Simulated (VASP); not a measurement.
# Ir in VASP: further runs

One wire, Ir, is run at these levels: PBE; tasks: single point.

Everything below comes from runs of VASP 6.6.1. Logs are shortened: lines on timing, memory, paths and dates and some standing lists are left out, and cuts for length are marked.

### Step 1. The structure

The cell holds a wire with vacuum, 4 atoms: a = 11.600 Å, b = 9.300 Å, c = 4.818 Å, α = 90.00°, β = 90.00°, γ = 90.00°.

### Step 2. Single point, PBE, collinear spin, typed start

INCAR reads:

```
ALGO = Normal ; EDIFF = 1E-6
ENCUT = 520 ; GGA = PE
ISIF = 2 ; ISMEAR = 0
ISPIN = 2 ; LASPH = True
LCHARG = True ; LELF = True
LMAXMIX = 4 ; LORBIT = 11
LREAL = False ; LVHAR = True
LWAVE = False ; MAGMOM = 1.5 1.5 1.5 1.5
NBANDS = 30 ; NELM = 150
PREC = Accurate ; SIGMA = 0.05
```

KPOINTS reads:

```
k-points
0
Gamma
  1 1 13
```

POSCAR reads:

```
Ir
1.0
   11.6000000000      0.0000000000      0.0000000000
    0.0000000000      9.3000000000      0.0000000000
    0.0000000000      0.0000000000      4.8183948368
Ir
4
Direct
    0.3996082722      0.5000000000      0.0000000000
    0.3996082722      0.5000000000      0.5000000000
    0.6003917278      0.5000000000      0.0000000000
    0.6003917278      0.5000000000      0.5000000000
```

Potentials or basis: VASP PAW PBE potentials, release 64 (Ir).

Run with:

```bash
$ cat potpaw_PBE.64/Ir/POTCAR > POTCAR
$ mpirun -np 1 vasp_std > vasp.out
```

OUTCAR:

```text
EDIFF = 1E-6
   ENCUT = 520
   GGA = PE
   ISIF = 2
   ISMEAR = 0
   ISPIN = 2
   LASPH = True
   LORBIT = 11
   LREAL = False
   NELM = 150
   PREC = Accurate

 ion  position               nearest neighbor table
   1  0.400  0.500  0.000-   3 2.33   2 2.41   2 2.41   4 3.35   4 3.35
   2  0.400  0.500  0.500-   4 2.33   1 2.41   1 2.41   3 3.35   3 3.35
   3  0.600  0.500  0.000-   1 2.33   4 2.41   4 2.41   2 3.35   2 3.35
   4  0.600  0.500  0.500-   2 2.33   3 2.41   3 2.41   1 3.35   1 3.35

  LATTYP: Found a simple orthorhombic cell.
 ALAT       =     4.8183948368
 B/A-ratio  =     1.9301033467
 C/A-ratio  =     2.4074407335

  Lattice vectors:

 A1 = (   0.0000000000,   0.0000000000,  -4.8183948368)
 A2 = (   0.0000000000,   9.3000000000,   0.0000000000)
 A3 = (  11.6000000000,   0.0000000000,   0.0000000000)

Analysis of symmetry for initial positions (statically):
=====================================================================
 Subroutine PRICEL returns following result:

  LATTYP: Found a simple orthorhombic cell.
 ALAT       =     2.4091974184
 B/A-ratio  =     3.8602066933
 C/A-ratio  =     4.8148814669
[... 12 lines left out ...]
 Subroutine GETGRP returns: Found  8 space group operations
 (whereof  8 operations were pure point group operations)
 out of a pool of  8 trial point group operations.

The static configuration has the point symmetry D_2h.

Analysis of symmetry for dynamics (positions and initial velocities):
=====================================================================
 Subroutine PRICEL returns following result:

  LATTYP: Found a simple orthorhombic cell.
 ALAT       =     2.4091974184
 B/A-ratio  =     3.8602066933
 C/A-ratio  =     4.8148814669
[... 12 lines left out ...]
 Subroutine GETGRP returns: Found  8 space group operations
 (whereof  8 operations were pure point group operations)
 out of a pool of  8 trial point group operations.

The dynamic configuration has the point symmetry D_2h.

Analysis of structural, dynamic, and magnetic symmetry:
=====================================================================
 Subroutine PRICEL returns following result:

  LATTYP: Found a simple orthorhombic cell.
 ALAT       =     2.4091974184
 B/A-ratio  =     3.8602066933
 C/A-ratio  =     4.8148814669
[... 12 lines left out ...]
 Subroutine GETGRP returns: Found  8 space group operations
 (whereof  8 operations were pure point group operations)
[... 108 lines left out ...]
   LORBIT       =     11    0 simple, 1 ext, 2 COOP (PROOUT), +10 PAW based schemes
   GGA     = PE    functional components
   LHFCALC =     F    Hartree Fock is set to
   AEXX    =    0.0000 exact exchange contribution
   IVDW    =     0    specifies the selected vdW correction
   LEPSILON=     F    determine dielectric tensor
   LRPA    =     F    only Hartree local field effects (RPA)
 spin polarized calculation
 Gauss-broadening in eV      SIGMA  =   0.05
  energy-cutoff  :      520.00
  volume of cell :      519.81
 maximum number of plane-waves:     14042
 NGX is ok and might be reduce to    90
   NGX = 43   NGY = 35   NGZ = 17

 number of electron      36.0000005 magnetization       2.2732628

 Free energy of the ion-electron system (eV)
  ---------------------------------------------------
  ext. energy  EPLUGINS =         0.00000000
  ---------------------------------------------------
  free energy    TOTEN  =       -24.63816056 eV

  energy without entropy =      -24.62983927  energy(sigma->0) =      -24.63399992

 E-fermi :  -3.7913     XC(G=0):  -3.0388

 val. band max:       -3.8026309476   @ k =   0.0000   0.0000   0.3077
 cond. band min:      -3.7388150383   @ k =   0.0000   0.0000   0.3077
 fundamental gap:      0.0638159094
 Fermi energy:        -3.7913478474

 spin component 1

 k-point     1 :       0.0000    0.0000    0.0000
  band No.  band energies     occupation
      1     -10.9340      1.00000
      2      -9.9293      1.00000
      3      -9.8771      1.00000
      4      -9.0370      1.00000
      5      -8.1187      1.00000
      6      -7.6413      1.00000
[... 220 lines left out ...]
     29       2.8519      0.00000
     30       2.8699      0.00000
 Fermi energy:        -3.7913478474

 spin component 2

 k-point     1 :       0.0000    0.0000    0.0000
  band No.  band energies     occupation
      1     -10.7927      1.00000
      2      -9.7505      1.00000
      3      -9.7151      1.00000
      4      -8.7608      1.00000
      5      -7.9113      1.00000
      6      -7.3245      1.00000
[... 220 lines left out ...]
     29       2.9113      0.00000
     30       3.0280      0.00000

------------------------ aborting loop because EDIFF is reached ----------------------------------------

  FORCE on cell =-STRESS in cart. coord.  units (eV):
  Direction    XX          YY          ZZ          XY          YZ          ZX
  --------------------------------------------------------------------------------------
  -------------------------------------------------------------------------------------
  Total       -0.2555915     -0.0512853      0.2176964      0.0000000      0.0000000      0.0000000
  in kB       -0.7877957     -0.1580740      0.6709939      0.0000000      0.0000000      0.0000000
  external PRESSURE =      -0.0916253 kB  Pullay stress =       0.0000000 kB

 VOLUME and BASIS-vectors are now :
 -----------------------------------------------------------------------------
  energy-cutoff  :      520.00
  volume of cell :      519.81
      direct lattice vectors                 reciprocal lattice vectors
    11.600000000  0.000000000  0.000000000     0.086206897  0.000000000  0.000000000
     0.000000000  9.300000000  0.000000000     0.000000000  0.107526882  0.000000000
     0.000000000  0.000000000  4.818394837     0.000000000  0.000000000  0.207537994

 POSITION                                       TOTAL-FORCE (eV/Angst)
 -----------------------------------------------------------------------------------
      4.63546      4.65000      0.00000         0.056509      0.000000      0.000000
      4.63546      4.65000      2.40920         0.056509     -0.000000      0.000000
      6.96454      4.65000      0.00000        -0.056509      0.000000     -0.000000
      6.96454      4.65000      2.40920        -0.056509     -0.000000     -0.000000
 -----------------------------------------------------------------------------------
    total drift:                               -0.000000      0.000000     -0.000000

  FREE ENERGIE OF THE ION-ELECTRON SYSTEM (eV)
  ---------------------------------------------------
  free  energy   TOTEN  =       -24.6381605629 eV

  energy  without entropy=      -24.6298392678  energy(sigma->0) =      -24.63399992

 total charge

# of ion       s       p       d       tot
------------------------------------------
    1        0.801   0.370   6.995   8.165
    2        0.801   0.370   6.995   8.165
    3        0.801   0.370   6.995   8.165
    4        0.801   0.370   6.995   8.165
--------------------------------------------------
tot          3.203   1.480  27.979  32.661

 magnetization (x)

# of ion       s       p       d       tot
------------------------------------------
    1        0.028   0.027   0.433   0.488
    2        0.028   0.027   0.433   0.488
    3        0.028   0.027   0.433   0.488
    4        0.028   0.027   0.433   0.488
--------------------------------------------------
tot          0.112   0.109   1.731   1.952
```

OSZICAR:

```text
N       E                     dE             d eps       ncg     rms          rms(c)
DAV:   1     0.250353084298E+03    0.25035E+03   -0.10711E+04   840   0.846E+02
DAV:   2     0.144935888539E+02   -0.23586E+03   -0.19494E+03   960   0.213E+02
[... 15 lines left out ...]
DAV:  18    -0.246379729478E+02   -0.30469E-03   -0.58573E-05   858   0.214E-02    0.481E-03
DAV:  19    -0.246381244189E+02   -0.15147E-03   -0.33031E-05   848   0.118E-02    0.270E-03
DAV:  20    -0.246381557396E+02   -0.31321E-04   -0.56282E-06   762   0.726E-03    0.169E-03
DAV:  21    -0.246381584450E+02   -0.27055E-05   -0.54655E-07   678   0.340E-03    0.839E-04
DAV:  22    -0.246381597906E+02   -0.13456E-05   -0.18500E-07   614   0.188E-03    0.355E-04
DAV:  23    -0.246381605629E+02   -0.77225E-06   -0.19844E-07   568   0.225E-03
   1 F= -.24638161E+02 E0= -.24634000E+02  d E =-.832130E-02  mag=     2.2732
```

stdout:

```text
POSCAR found type information on POSCAR Ir
 POSCAR found :  1 types and       4 ions
 scaLAPACK will be used
 LDA part: xc-table for (Slater+PW92), standard interpolation
 POSCAR, INCAR and KPOINTS ok, starting setup
 FFT: planning ... GRIDC
 FFT: planning ... GRID_SOFT
 FFT: planning ... GRID
 WAVECAR not read
 entering main loop
```

Run time: 3.9 min. Hardware: 1 thread of Intel Xeon 6975P-C (Granite Rapids), shared host; peak memory 0.72 GiB.

Results:

```yaml
Free_energy: -24.6382 eV
Largest_force: 0.057 eV/Å
Band_gap_on_the_k_mesh: none (metal or under the smearing width)
Net_moment: 2.27 μB per cell
Site_moments: Ir +0.49 μB
Valence_electrons_inside_the_program's_atomic_spheres: Ir 8.16
```

Forces on the atoms (eV/Å):
```
Ir   0.057  0.000  0.000
Ir   0.057  0.000  0.000
Ir  -0.057  0.000  0.000
Ir  -0.057  0.000  0.000
```

### Step 3. Single point, PBE, collinear spin, typed start

This run uses another cell than the first one, of 132.87 Å³/atom, 1.022 times its volume.

INCAR reads:

```
PREC = Accurate
ENCUT = 520
EDIFF = 1E-7
ISMEAR = 0
SIGMA = 0.05
LREAL = False
LASPH = True
NELM = 150
ALGO = Normal
ISIF = 2
LWAVE = False
LCHARG = False
ISPIN = 2
MAGMOM = 1.5 1.5 1.5 1.5
LORBIT = 11
LMAXMIX = 4
GGA = PE
NBANDS = 30
```

KPOINTS reads:

```
Automatic mesh
0
Gamma
  1 1 13
```

POSCAR reads:

```
Ir
1.0
   11.6000000000      0.0000000000      0.0000000000
    0.0000000000      9.3000000000      0.0000000000
    0.0000000000      0.0000000000      4.9265471241
Ir
4
Direct
    0.3885156362      0.5000000000      0.0000000000
    0.3885156362      0.5000000000      0.5000000000
    0.6114843638      0.5000000000      0.0000000000
    0.6114843638      0.5000000000      0.5000000000
```

Potentials or basis: VASP PAW PBE potentials, release 64 (Ir).

Run with:

```bash
$ cat potpaw_PBE.64/Ir/POTCAR > POTCAR
$ mpirun -np 1 vasp_std > vasp.out
```

Wall time 4.1 min (1 thread of Intel Xeon 6975P-C (Granite Rapids), shared host); peak memory 0.78 GiB.

The run converged. Its results:

```yaml
Free_energy: -23.8514 eV
Largest_force: 2.082 eV/Å
Band_gap_on_the_k_mesh: none (metal or under the smearing width)
Net_moment: 3.32 μB per cell
Site_moments: Ir +0.75 μB
Valence_electrons_inside_the_program's_atomic_spheres: Ir 7.91
```

Forces on the atoms (eV/Å):
```
Ir   2.082  0.000  0.000
Ir   2.082  0.000  0.000
Ir  -2.082  0.000  0.000
Ir  -2.082  0.000  0.000
```

Levels at points of the mesh, in eV from the Fermi level:
Spin up:
```
           k point  band 17  band 18  band 19  band 20  band 21  band 22
(0.00, 0.00, 0.00)    -0.21     0.08     0.81     0.98     1.23     1.39
```
Spin down:
```tsv
k point	band 14	band 15	band 16	band 17	band 18	band 19
(0.00, 0.00, 0.00)	0.06	0.16	0.41	0.45	0.58	1.26
```

Spin-orbit coupling is left out, which matters for the levels of Ir.
